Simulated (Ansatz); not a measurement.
**Lu (sc type): how the settings move a single-point run**

Question: which choices in the input matter for Lu (sc type)?

Method: reference: DFT, PBE, all-electron PAW with datasets made for the crystal, scalar-relativistic, in Ansatz 0.2.0.

### Step 1. The starting structure

It takes space group Pm-3m (No. 221, cubic). Conventional cell: a = 3.138 Å, b = 3.138 Å, c = 3.138 Å, α = 90.00°, β = 90.00°, γ = 90.00°. Lu (site symmetry m-3m) is surrounded by 6 Lu at 3.14 Å.

Structure file:

```
CELL_PARAMETERS angstrom
3.13801 0.00000 0.00000
0.00000 3.13801 0.00000
0.00000 0.00000 3.13801
ATOMIC_POSITIONS crystal
Lu 0.00000 0.00000 0.00000
```

### Step 2. The reference run

The input, input.yaml:

```yaml
crystal:
  lattice:
    - [3.1380053472, 0.0, 0.0]
    - [0.0, 3.1380053472, 0.0]
    - [0.0, 0.0, 3.1380053472]
  atoms:
    - { symbol: Lu, position: [0.0, 0.0, 0.0] }
kpoints:
  mp_grid: { grid: [13, 13, 13] }
scf:
  occupations: { method: fermi_dirac, width: 0.03 }
hamiltonian:
  xc: pbe
  pseudopotentials: { kind: all_electron, datasets: crystal }
output:
  forces: true
  stress: true
  eigenvalues: true
  efg: { contact_densities: true }
```

Run with:

```sh
$ ansatz run input.yaml --threads 1 --pin off --max-ram 2048MiB --backend cpu --events-out ev --progress --plain --runs-dir out
```

### Step 3. Changing settings: occupations.method tetrahedron_uncorrected, n_extra_bands 16, width left out

Edit input.yaml of step 2 so:

```diff
@@ -10,3 +10,4 @@
 scf:
-  occupations: { method: fermi_dirac, width: 0.03 }
+  occupations: { method: tetrahedron_uncorrected }
+  n_extra_bands: 16
 hamiltonian:
```

**Question.** What will these runs give? Wanted: for each run, ending; energy change; pressure; gap; force.

As calculated:

| run | ending | energy change | pressure (GPa) | gap (eV) | force (eV/Å) | cycles | time |
| --- | --- | --- | --- | --- | --- | --- | --- |
| reference | converged | 0 | 2.0 | 0.00 | 0.00 | 8 | 4.7 s |
| 1: occupations.method tetrahedron_uncorrected, n_extra_bands 16, width left out | converged | +33.9 meV/atom (σ→0) | 2.3 | 0.00 | 0.00 | 9 | 9.3 s |

Residual by cycle in the longest SCF loop of each run; runs are numbered as in the table. The quantity is the density residual dr2, in eV.

| cycle | reference | run 1 |
| --- | --- | --- |
| 1 | 0.193 | 0.185 |
| 2 | 0.0836 | 0.0802 |
| 3 | 4.6e-4 | 4.5e-4 |
| 4 | 6.9e-4 | 5.9e-4 |
| 5 | 1.1e-4 | 9.8e-5 |
| 6 | 1.1e-6 | 4.5e-7 |
| 7 | 3.5e-8 | 3.9e-7 |
| 8 | 5.4e-10 | 2.3e-8 |
| 9 | - | 4.2e-10 |

Changing the smearing and band count moves the energy by +33.9 meV/atom (σ→0 values). Cost: 9 SCF cycles against 8, 9.3 s against 4.7 s.
